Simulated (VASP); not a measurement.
# Settings for SnO: self-consistent run

SnO, P1 (no. 1), 32 atoms in the cell. R2SCAN; PAW potentials Sn_d, O (PBE set). VASP 6.6.1.

Wanted: energy within 2 meV/atom; forces within 0.01 eV/Å.

What the run is for: forces in a large cell; Accuracy asked: standard; Cell repeated: 2 × 2 × 2.

POSCAR:
```
SnO
1.0
    7.6273904400      0.0000000000      0.0000000000
    0.0000000000      7.6273904400      0.0000000000
    0.0000000000      0.0000000000      9.7738266000
Sn O
16 16
Direct
    0.2482430000     -0.0053520000      0.3812540000
    0.2517660000     -0.0012330000      0.8859010000
    0.2502710000      0.4968770000      0.3816250000
    0.2462120000      0.5055140000      0.8789280000
    0.7432780000     -0.0008450000      0.3829780000
    0.7461100000      0.0000400000      0.8829330000
    0.7542160000      0.4992370000      0.3817390000
    0.7555040000      0.5011410000      0.8803770000
    0.0004390000      0.2468080000      0.1203890000
    0.0025440000      0.2495720000      0.6211150000
    0.0013900000      0.7556660000      0.1198050000
   -0.0001930000      0.7484850000      0.6183440000
    0.4960370000      0.2511990000      0.1203760000
    0.5013350000      0.2463470000      0.6202450000
    0.4983170000      0.7538910000      0.1178600000
[... 4 lines left out ...]
    0.0037360000      0.4977550000      0.5026610000
    0.4985700000      0.0018660000      0.0000830000
    0.5015580000     -0.0023730000      0.5000740000
    0.5024240000      0.5041380000      0.0009380000
    0.4966360000      0.4986410000      0.5000760000
    0.2500190000      0.2547130000      0.0007200000
    0.2544640000      0.2497330000      0.5019850000
    0.2430110000      0.7488560000      0.0028970000
    0.2493510000      0.7534610000      0.5038270000
    0.7456250000      0.2504000000      0.0025060000
    0.7589500000      0.2517460000      0.4993800000
    0.7454070000      0.7470450000     -0.0029260000
    0.7476820000      0.7535000000      0.5010160000
```

The series start from Plane-wave cutoff (eV): 460; Projection operators (LREAL): Auto, ROPT -0.00025; Precision mode (PREC): Normal; Electronic threshold (eV): 1e-5; Parallel layout: defaults; Program: vasp_std; Electronic algorithm: ALGO=Normal; Bands a block (NSIM): NSIM=4; Data layout and linear algebra: defaults. Each series keeps the choices made before it, and each single choice may use up half of a tolerance.

## Plane-wave cutoff (eV)

| Plane-wave cutoff (eV) | Energy less reference (meV/atom) | Forces, largest deviation (eV/Å) | SCF iterations | Time (s) |
|---|---|---|---|---|
| 360 | -17.6 | 0.033 | 31 | 35 |
| 400 | -4.4 | 0.044 | 31 | 42 |
| 460 | 0.6 | 0.020 | 24 | 34 |
| 520 | 2.8 | 0.020 | 25 | 43 |
| 640 (reference) | 0.0 | 0.000 | 25 | 47 |

Chosen: 640; the next looser run is off by more than half of the tolerance, so convergence isn't shown beyond this value.

## Projection operators (LREAL)

| Projection operators (LREAL) | Energy less reference (meV/atom) | Forces, largest deviation (eV/Å) | SCF iterations | Time (s) |
|---|---|---|---|---|
| Auto, ROPT -0.005 | -13.3 | 0.193 | 23 | 41 |
| Auto, ROPT -0.002 | -4.6 | 0.078 | 21 | 37 |
| Auto, ROPT -0.001 | -1.5 | 0.033 | 25 | 44 |
| Auto, ROPT -0.0005 | -2.1 | 0.031 | 25 | 46 |
| Auto, ROPT -0.00025 | -0.5 | 0.012 | 25 | 47 |
| Auto, ROPT -0.0001 | -0.5 | 0.012 | 25 | 46 |
| False (reference) | 0.0 | 0.000 | 25 | 68 |

Chosen: False; the one before it in the list is off by more than half of the tolerance.

## Precision mode (PREC)

| Precision mode (PREC) | Energy less reference (meV/atom) | Forces, largest deviation (eV/Å) | SCF iterations | Time (s) |
|---|---|---|---|---|
| SingleN | -2.5 | 0.087 | 24 | 66 |
| Normal | 0.2 | 0.005 | 25 | 68 |
| Accurate (reference) | 0.0 | 0.000 | 25 | 167 |

Chosen: Accurate; the one before it in the list is off by more than half of the tolerance.

## Electronic threshold (eV)

| Electronic threshold (eV) | Energy less reference (meV/atom) | Forces, largest deviation (eV/Å) | SCF iterations | Time (s) |
|---|---|---|---|---|
| 0.001 | 0.0 | 0.007 | 20 | 93 |
| 0.0001 | 0.0 | 0.010 | 20 | 119 |
| 1e-5 | 0.0 | 0.001 | 25 | 167 |
| 1e-6 | 0.0 | 0.000 | 27 | 166 |
| 1e-7 (reference) | 0.0 | 0.000 | 29 | 154 |

Chosen: 1e-5, the loosest value from which every tighter one stays within half of the tolerance.

## Parallel layout

| Parallel layout | Energy less reference (meV/atom) | Forces, largest deviation (eV/Å) | SCF iterations | Time (s) |
|---|---|---|---|---|
| defaults | 0.0 | 0.000 | 25 | 167 |
| NCORE=2 | 0.0 | 0.000 | 25 | 93 |
| NCORE=4 | 0.0 | 0.000 | 25 | 83 |
| NCORE=8 | 0.0 | 0.000 | 25 | 72 |
| NPAR=2 | 0.0 | 0.000 | 25 | 80 |

Chosen: NCORE=8, the fastest of those that stay within half of the tolerance.

## Program

| Program | Energy less reference (meV/atom) | Forces, largest deviation (eV/Å) | SCF iterations | Time (s) |
|---|---|---|---|---|
| vasp_std | 0.0 | 0.000 | 25 | 72 |
| vasp_gam | 0.0 | 0.006 | 20 | 53 |

Chosen: vasp_std; no other choice that stays within half of the tolerance saves 30 % of the time.

## Electronic algorithm

| Electronic algorithm | Energy less reference (meV/atom) | Forces, largest deviation (eV/Å) | SCF iterations | Time (s) |
|---|---|---|---|---|
| ALGO=Normal | 0.0 | 0.000 | 25 | 72 |
| ALGO=Fast | 0.0 | 0.001 | 38 | 137 |
| ALGO=VeryFast | 0.0 | 0.023 | 31 | 105 |
| ALGO=All ISEARCH=1 | 0.0 | 0.003 | 19 | 70 |

Chosen: ALGO=Normal.

## Bands a block (NSIM)

| Bands a block (NSIM) | Energy less reference (meV/atom) | Forces, largest deviation (eV/Å) | SCF iterations | Time (s) |
|---|---|---|---|---|
| NSIM=4 | 0.0 | 0.000 | 25 | 72 |
| NSIM=1 | 0.0 | 0.005 | 20 | 66 |
| NSIM=2 | 0.0 | 0.001 | 24 | 70 |
| NSIM=8 | 0.0 | 0.001 | 25 | 75 |
| NSIM=16 | 0.0 | 0.002 | 23 | 74 |

Chosen: NSIM=4.

## Data layout and linear algebra

| Data layout and linear algebra | Energy less reference (meV/atom) | Forces, largest deviation (eV/Å) | SCF iterations | Time (s) |
|---|---|---|---|---|
| defaults | 0.0 | 0.000 | 25 | 72 |
| LPLANE=False | 0.0 | 0.000 | 25 | 123 |
| LSCALAPACK=False | 0.0 | 0.000 | 25 | 71 |
| LSCALU=True | 0.0 | 0.000 | 25 | 79 |

Chosen: defaults.

## All choices together

| Input | Energy less reference (meV/atom) | Forces, largest deviation (eV/Å) | Time (s) |
|---|---|---|---|
| the program's defaults (naive) | 4.2 | 0.275 | 19 |
| chosen settings | 0.0 | 0.001 | 72 |
| reference settings throughout | 0.0 | 0.000 | 154 |

The chosen settings stay within the tolerance of the reference run, but the reference itself isn't shown to be converged in: Plane-wave cutoff (eV).

## The input

INCAR:
```
SYSTEM = SnO
METAGGA = R2SCAN
ISMEAR = 0
SIGMA = 0.03
LWAVE = .False.
LCHARG = .False.
ISIF = 2
ISYM = 0
PREC = Accurate
LASPH = .True.
LREAL = .False.
ALGO = Normal
EDIFF = 1E-5
NELM = 120
GGA_COMPAT = .False.
ENCUT = 640
EFERMI = MIDGAP
LMIXTAU = .True.
NCORE = 8
NSIM = 4
```

KPOINTS:
```
k-points
0
Gamma
  1 1 1
```

Commands:
```
cat potpaw_PBE.64/Sn_d/POTCAR potpaw_PBE.64/O/POTCAR > POTCAR
mpirun -np 8 vasp_std > vasp.out
```

Limits: Only the k mesh 1 × 1 × 1 was run, so its error is untested.

The chosen input took VASP 6.6.1 72 s on 8 cores (Intel Xeon 6975P-C (Granite Rapids)), a shared host.

## An input that fails: Gamma-only program on a mesh of k points

VASP's message: You are using the Gamma-point-only version with more than one k-point or some other non-Gamma k-point.

k mesh: 1 × 1 × 1 becomes 2 × 2 × 2.

Changes against the starting input:
```
- NELM = 120
+ NELM = 63
- vasp_std
+ vasp_gam
(KPOINTS)
-k-points
+Automatic mesh
-  1 1 1
+  2 2 2
+  0 0 0
```
